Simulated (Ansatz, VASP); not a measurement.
MgB2 in VASP and in Ansatz

```
Mg B
1.0
     3.07056    0.00000    0.00000
    -1.53528    2.65918    0.00000
     0.00000    0.00000    3.50868
Mg B
1 2
Direct
  0.00000 0.00000 0.00000
  0.33333 0.66667 0.50000
  0.66667 0.33333 0.50000
```

Alike in both runs: functional r2SCAN; k mesh 12 × 12 × 9; occupations fermi-dirac, width 0.1 eV; no spin polarisation.

Ansatz relaxed the structure, and its values are those at the end. VASP's run is a single point on that final structure, the one shown.

|  | VASP | Ansatz |
| --- | --- | --- |
| version | VASP 6.6.1 | Ansatz 0.2.0 |
| potentials or method | VASP PAW PBE potentials, release 64 (Mg, B) | PAW plane waves |
| plane-wave cutoff (eV) | 520 | 500 |
| valence electrons in the cell | 8 | 16 |

VASP gave:

| Property | Result |
| --- | --- |
| gap on the k mesh at the Fermi level (eV) | none |
| pressure (GPa) | -0.5 |

**Question.** Which values does Ansatz return?

**Answer.** gap on the k mesh at the Fermi level (eV): none; pressure (GPa): 0.0.

A gap of «none» marks a metal or a gap that the smearing closes. The two sets of potentials don't hold the same shells in valence.

Caveats: the PAW data sets were made with another functional, which shifts forces and pressure a little (VASP).
